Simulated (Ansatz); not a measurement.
# A Zn vacancy and an S vacancy in zincblende ZnS, 62 atoms, charge 0

How does the host give way around this defect, what does it cost to form, and which levels does it put into the gap? The levels of theory are PBEsol and HSE06.

Method: density functional theory in Ansatz 0.2.0, PAW datasets, plane waves.

**1. The starting cell**

62 atoms (31 Zn, 31 S); a = 10.713 Å, b = 10.713 Å, c = 10.713 Å, α = 90.00°, β = 90.00°, γ = 90.00°. All atoms were shaken off their sites by about 0.02 Å along each axis. Defect site 1: (0.500, 0.500, 0.500). Defect site 2: (0.125, 0.625, 0.625).

Plan of the steps: (2) PBEsol relaxation at the single k point (¼, ¼, ¼), on 1 × NVIDIA GB200 with 8 threads of Arm Neoverse-V2; (3) HSE06 single point at the single k point (¼, ¼, ¼), on 1 × NVIDIA GB200 with 8 threads of Arm Neoverse-V2.

**2. Relaxing the atoms with PBEsol**

File in.yaml:

```yaml
crystal:
  lattice:
    - [10.712536, 0.000000, 0.000000]
    - [0.000000, 10.712536, 0.000000]
    - [0.000000, 0.000000, 10.712536]
  atoms:
    - { symbol: Zn, position: [0.000874, 0.000831, 0.000980] }
    - { symbol: Zn, position: [0.999335, 0.001427, 0.499196] }
    - { symbol: Zn, position: [0.997276, 0.500473, 0.000731] }
    - { symbol: Zn, position: [0.001080, 0.500968, 0.500348] }
    - { symbol: Zn, position: [0.501324, 0.000738, 0.000047] }
    - { symbol: Zn, position: [0.497214, 0.001834, 0.501126] }
    - { symbol: Zn, position: [0.500498, 0.498912, 0.001427] }
    - { symbol: Zn, position: [0.247350, 0.253548, 0.997712] }
    - { symbol: Zn, position: [0.251228, 0.246372, 0.497064] }
    - { symbol: Zn, position: [0.250160, 0.751786, 0.998016] }
    - { symbol: Zn, position: [0.249837, 0.752503, 0.500006] }
    - { symbol: Zn, position: [0.750119, 0.253608, 0.002482] }
    - { symbol: Zn, position: [0.750023, 0.253207, 0.500123] }
    - { symbol: Zn, position: [0.750710, 0.751057, 0.000071] }
    - { symbol: Zn, position: [0.747240, 0.747362, 0.498030] }
    - { symbol: Zn, position: [0.245946, 0.999410, 0.251293] }
    - { symbol: Zn, position: [0.251871, 0.000800, 0.750831] }
    - { symbol: Zn, position: [0.250743, 0.504736, 0.251484] }
    - { symbol: Zn, position: [0.250658, 0.497821, 0.752510] }
    - { symbol: Zn, position: [0.748908, 0.005534, 0.248043] }
    - { symbol: Zn, position: [0.750312, 0.999434, 0.748366] }
    - { symbol: Zn, position: [0.749882, 0.500560, 0.249245] }
    - { symbol: Zn, position: [0.746803, 0.498028, 0.750845] }
    - { symbol: Zn, position: [0.998542, 0.250039, 0.249170] }
    - { symbol: Zn, position: [0.000341, 0.252220, 0.750922] }
    - { symbol: Zn, position: [0.002736, 0.748971, 0.250846] }
    - { symbol: Zn, position: [0.005037, 0.746791, 0.752629] }
    - { symbol: Zn, position: [0.499265, 0.250069, 0.250081] }
    - { symbol: Zn, position: [0.496704, 0.251709, 0.750282] }
    - { symbol: Zn, position: [0.502439, 0.747210, 0.250353] }
    - { symbol: Zn, position: [0.501421, 0.747888, 0.748343] }
    - { symbol: S, position: [0.127069, 0.127299, 0.125283] }
    - { symbol: S, position: [0.124122, 0.123180, 0.625283] }
    - { symbol: S, position: [0.127006, 0.624985, 0.119186] }
    - { symbol: S, position: [0.625224, 0.123226, 0.124461] }
    - { symbol: S, position: [0.623052, 0.124574, 0.625639] }
    - { symbol: S, position: [0.626186, 0.627349, 0.125435] }
    - { symbol: S, position: [0.623943, 0.626656, 0.627629] }
    - { symbol: S, position: [0.377193, 0.375883, 0.123075] }
    - { symbol: S, position: [0.369203, 0.373371, 0.625804] }
    - { symbol: S, position: [0.376198, 0.872744, 0.126677] }
    - { symbol: S, position: [0.373814, 0.872782, 0.624765] }
    - { symbol: S, position: [0.877587, 0.379851, 0.123662] }
    - { symbol: S, position: [0.876585, 0.376137, 0.623503] }
    - { symbol: S, position: [0.874512, 0.871863, 0.124556] }
    - { symbol: S, position: [0.876598, 0.876652, 0.628104] }
    - { symbol: S, position: [0.376974, 0.123306, 0.376670] }
    - { symbol: S, position: [0.371887, 0.124937, 0.873370] }
    - { symbol: S, position: [0.377320, 0.625348, 0.374574] }
    - { symbol: S, position: [0.373489, 0.626343, 0.876499] }
    - { symbol: S, position: [0.875910, 0.124756, 0.374254] }
    - { symbol: S, position: [0.876215, 0.124991, 0.873143] }
    - { symbol: S, position: [0.874674, 0.627278, 0.373144] }
    - { symbol: S, position: [0.878398, 0.621844, 0.875833] }
    - { symbol: S, position: [0.121304, 0.373389, 0.375814] }
    - { symbol: S, position: [0.123667, 0.375365, 0.875139] }
    - { symbol: S, position: [0.125781, 0.876966, 0.374468] }
    - { symbol: S, position: [0.125261, 0.874168, 0.871755] }
    - { symbol: S, position: [0.627972, 0.376409, 0.374421] }
    - { symbol: S, position: [0.625221, 0.373220, 0.875554] }
    - { symbol: S, position: [0.624157, 0.875850, 0.373374] }
    - { symbol: S, position: [0.625138, 0.874658, 0.875959] }
  symmetry: { detect: false }
kpoints:
  mp_grid: { grid: [1, 1, 1], shift: [0.25, 0.25, 0.25] }
hamiltonian:
  xc: pbesol
scf:
  occupations: { method: fermi_dirac, width: 0.01 }
relax:
  f_tol: 0.03
  max_steps: 80
  escape_saddle: false
  adjacent_minimum: "off"
output:
  forces: true
  eigenvalues: true
  populations: true
```

The run is started by

```
$ ansatz run in.yaml --threads 8 --pin off --max-ram 118750MiB --runs-dir r --events-out ev --progress --plain --backend cuda --devices 0, --max-vram 170GiB
```

Further steps of the session: HSE06 on the final geometry.

**Question.** What will these runs give? Wanted: for each run, formation energy; host gap; top filled to lowest empty.

**Answer**, as computed:

| level | time | formation energy (eV) | host gap (eV) | top filled to lowest empty (eV) |
| --- | --- | --- | --- | --- |
| PBEsol, relaxation | 4.2 s (GPU) | 5.16 | 2.07 | 2.59 |
| HSE06 | 21 s (GPU) | 5.49 | 3.48 | 3.59 |

| quantity | value |
| --- | --- |
| relaxation | 6 recorded steps, 2.51 eV gained |
| largest shift | 0.62 Å (Zn27) |

**Reading.** The relaxation lowers the energy by 2.51 eV; the largest shift is 0.62 Å (Zn27). The formation energy goes from 5.16 eV (PBEsol) to 5.49 eV (HSE06). The reservoirs are the elements' reference phases; where the defect changes the composition, the value depends on that choice. HSE06 puts 1 localised level over 0.1 eV inside the gap, at 0.12 (filled) eV, the tightest of them shared by about 7 atoms. Those within 0.2 eV of an edge lie within the error of lining up the edges. The host's edges were read at Γ, so band-like levels at this k point need not coincide with them. Finite-cell errors of some tenths of an eV remain in such numbers.
